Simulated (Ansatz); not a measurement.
Take GeO₂ in the rutile structure (space group P4_2/mnm, No. 136) as the base.

```
CELL_PARAMETERS angstrom
      4.48750     0.00000     0.00000
      0.00000     4.48750     0.00000
      0.00000     0.00000     2.90497
ATOMIC_POSITIONS crystal
  Ge 0.00000 0.00000 0.00000
  Ge 0.50000 0.50000 0.50000
  O  0.30714 0.30714 0.00000
  O  0.80714 0.19286 0.50000
  O  0.19286 0.80714 0.50000
  O  0.69286 0.69286 0.00000
```

Calculations: PBE (Ansatz, a program for electronic structure, PAW, no SOC).

Carriers are added at fixed cell with a uniform background; the Fermi–Dirac width is that of 300 K.

One change was made to it. Results:

```tsv
quantity	base	after
gap between the host's bands	1.23 eV	1.19 eV
gap character	direct at Γ	direct at Γ
Fermi level relative to the doped band's edge (positive inside the band; to 0.05 eV)	–	+2.30 eV
```

Problem. Which change produced these results?
A. electrons 3.0×10^21 cm⁻³
B. electrons 7.0×10^21 cm⁻³
C. holes 5.0×10^21 cm⁻³
D. electrons 5.0×10^21 cm⁻³

Solution. D, electrons 5.0×10^21 cm⁻³. For comparison, the Fermi level from band edge in the other runs: electrons 7.0×10^21 cm⁻³ gives +2.65 eV; holes 5.0×10^21 cm⁻³ gives +0.50 eV; electrons 3.0×10^21 cm⁻³ gives +1.90 eV.

Carriers are added with a uniform compensating background; total energy and stress of such cells depend on the potential's zero and are not compared; many-body gap narrowing is missing at this level. Semilocal Kohn–Sham gaps tend to fall short of experiment. Stability against distortions was not tested.
